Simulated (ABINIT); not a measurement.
C, 2 atoms in the cell. It takes space group Fd-3m (No. 227, cubic). The conventional cell has a = 3.567 Å, b = 3.567 Å, c = 3.567 Å, α = 90.00°, β = 90.00°, γ = 90.00°. Around C (site symmetry -43m) lie 4 C at 1.54 Å. This isn't the form of C at room conditions, which is graphite.

* Program: ABINIT 10.8.3 (patched build)
* Task: G0W0 quasiparticle levels
* Functional: PBEsol
* Potentials or basis: PseudoDojo NC SR PBEsol v0.4 stringent
* Cutoff: 1007 eV
* k mesh: 8 × 8 × 8
* Occupations: fixed
* Spin: no spin polarisation
* Cutoff of the screening (Ha): 4
* Bands in the sums: 43
* Wave-function cutoff in the screening (Ha): 22
* Frequency treatment: contour deformation
* Imaginary frequencies: 6
* Real frequencies: 16

Potentials or basis: PseudoDojo NC SR PBEsol v0.4 stringent.

Command:

```bash
$ abinit run.abi > log 2>&1
```

Hardware: 1 thread of Arm Neoverse V1 (shared host).

Task: Estimate the wall time of this run.

Result: Run time: 2.5 min on 1 thread of Arm Neoverse V1, on a shared host, peak memory 0.31 GiB. Counts: scf iterations 7, mpi ranks 1, k points 29, bands 47, plane waves 869.
